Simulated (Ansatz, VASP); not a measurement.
**Two plane-wave programs on BaTe**

```
Ba Te
1.0
     0.00000    3.35754    3.35754
     3.35754    0.00000    3.35754
     3.35754    3.35754    0.00000
Ba Te
1 1
Cartesian
  0.0000 0.0000 0.0000
  3.3575 3.3575 3.3575
```

Alike in both runs: functional PBEsol; k mesh 6 × 6 × 6; no spin polarisation.

Ansatz relaxed the structure, and its values are those at the end. VASP's run is a single point on that final structure, the one shown.

|  | VASP | Ansatz |
| --- | --- | --- |
| version | VASP 6.6.1 | Ansatz 0.2.0 |
| potentials or method | VASP PAW PBE potentials, release 64 (Ba_sv, Te) | PAW with Ansatz's default frozen-core files, scalar-relativistic |
| plane-wave cutoff (eV) | 520 | 420 |
| occupations | gaussian, width 0.01 eV | fixed |
| valence electrons in the cell | 16 | 26 |

|  | VASP | Ansatz | Ansatz less VASP |
| --- | --- | --- | --- |
| gap on the k mesh at the Fermi level (eV) | 1.10 | 1.22 | +0.114 |
| pressure (GPa) | 4.5 | 4.0 | -0.55 |

The two sets of potentials don't hold the same shells in valence.

Caveats: the PAW data sets were made with another functional, which shifts forces and pressure a little (VASP); spin-orbit coupling is left out, which moves the levels of the heavy elements. A k mesh can miss the band edges.
